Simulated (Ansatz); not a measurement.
**BN under pressure**

The calculation used DFT PBEsol, scalar-relativistic, plane waves, PAW (Ansatz 0.2.0). (420 eV cutoff, 12×12×4 k-mesh, Gaussian smearing of 0.02 eV, no spin polarisation)

Reference structure (relaxed):

```xyz
4
Lattice="2.5043 0.0000 0.0000 -1.2522 2.1688 0.0000 0.0000 0.0000 7.0727" Properties=species:S:1:pos:R:3 pbc="T T T"
B     0.0000    1.4459    1.7682
B     1.2522    0.7229    5.3045
N     0.0000    1.4459    5.3045
N     1.2522    0.7229    1.7682
```

Cell and atoms are relaxed at each pressure within the symmetry of the start, at zero temperature, so transitions that lower the symmetry aren't seen. The k-mesh given is that at zero pressure and may differ at others. a, b and c are the lengths of the cell vectors above. Gaps are Kohn–Sham gaps over the whole zone.

| P (GPa) | V (Å³/atom) | V/V0 | a (Å) | b (Å) | c (Å) |
| --- | --- | --- | --- | --- | --- |
| 0 | 9.60 | 1.000 | 2.504 | 2.504 | 7.073 |
| 1 | 8.98 | 0.935 | 2.502 | 2.502 | 6.623 |
| 4 | 8.28 | 0.862 | 2.497 | 2.497 | 6.135 |
| 12 | 7.46 | 0.777 | 2.484 | 2.484 | 5.586 |
| 25 | 6.78 | 0.706 | 2.468 | 2.468 | 5.140 |
| 50 | 6.05 | 0.630 | 2.445 | 2.445 | 4.675 |
| 90 | 5.40 | 0.562 | 2.418 | 2.418 | 4.263 |

(1) What bulk modulus and pressure derivative fit these points?

(2) Which cell vector or vectors give way most up to 90 GPa?

(3) What does pressure do to the gap?

Answers

(1) A third-order Birch–Murnaghan fit gives B0 = 16 GPa and B0' = 9.7.

(2) c: the changes are a -3.5 %, b -3.5 %, c -39.7 %.

(3) The gaps are 4.28 eV at 0 GPa, 4.13 eV at 1 GPa, 4.00 eV at 4 GPa, 3.86 eV at 12 GPa, 3.71 eV at 25 GPa, 3.51 eV at 50 GPa, 3.23 eV at 90 GPa.

Cost: 7 runs of about 1.2 core-minutes in all, on Arm Neoverse V2 (shared hosts).